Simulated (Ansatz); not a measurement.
# MgS (rocksalt) under strain

MgS in the rocksalt structure, relaxed with r2SCAN in Ansatz 0.2.0. Space group Fm-3m (No. 225), cubic; conventional cell a = 5.203 Å, 17.61 Å³ an atom. Around Mg lie 6 S at 2.60 Å; around S lie 6 Mg at 2.60 Å.

The axes x, y and z are those of this cell:
```yaml
crystal:
  lattice:
    - [0.00000, 2.60152, 2.60152]
    - [2.60152, 0.00000, 2.60152]
    - [2.60152, 2.60152, 0.00000]
  atoms:
    - { symbol: Mg, position: [0.00000, 0.00000, 0.00000] }
    - { symbol: S, position: [0.50000, 0.50000, 0.50000] }
```

Unstrained: With PBE the valence top lies at Γ and the conduction bottom at X, 2.790 eV higher; the smallest vertical gap, at Γ, is 3.723 eV. r2SCAN gives an indirect gap of 3.463 eV, from Γ to X; the least direct gap is 4.642 eV at Γ. HSE06 gives an indirect gap of 3.804 eV, from Γ to X; the least direct gap is 4.827 eV at Γ. Meshes: PBE 8×8×8, r2SCAN 8×8×8, HSE06 6×6×6. Strains are changes of length per length, and xy shears are angles. After each strain the atoms were relaxed again with r2SCAN within the symmetry that the strain leaves, so tilts or polar shifts that break it weren't tested; points keep the names that they have in the unstrained zone. (Simulation; spin polarisation is off.)

Changes of the least gap in eV (an overlap counts as a negative gap):
```
                                                       strain  volume change (%)  space group     PBE  r2SCAN   HSE06  energy rise, r2SCAN (meV/atom)
                           biaxial -0.33 % in x and y, z held               -0.7       I4/mmm  -0.001  -0.002  -0.001                             0.2
                 xy shear, engineering strain (angle) -4.95 %               -0.1         Immm  -0.326  -0.353  -0.346                             8.1
epitaxial +4.56 % in the xy plane, free normal strain -2.41 %               +6.7       I4/mmm  -0.389  -0.403  -0.429                            32.3
```

Biaxial -0.33 % in x and y, z held. HSE06: the gap goes from 3.804 to 3.803 eV (-0.001 eV); with r2SCAN the top three valence levels at Γ, degenerate before, become 1+2 from the top over 14 meV. Stress change with r2SCAN, compression positive: xx +0.66, yy +0.66, zz +0.29 GPa.

Xy shear, engineering strain (angle) -4.95 %. HSE06: the gap goes from 3.804 to 3.458 eV (-0.346 eV); with r2SCAN the top three valence levels at Γ, degenerate before, become 1+1+1 from the top over 470 meV. Stress change with r2SCAN, compression positive: xx +0.13, yy +0.13, zz -0.10, xy +3.00 GPa.

Epitaxial +4.56 % in the xy plane, free normal strain -2.41 %. HSE06: the gap goes from 3.804 to 3.375 eV (-0.429 eV); with r2SCAN the top three valence levels at Γ, degenerate before, become 2+1 from the top over 336 meV. Stress change with r2SCAN, compression positive: xx -5.76, yy -5.76, zz -0.04 GPa.

The meshes of the hybrids are coarse, so their gaps aren't converged to the digits shown.

The splittings at Γ are without spin-orbit coupling, which regroups them where it is of like size or larger.
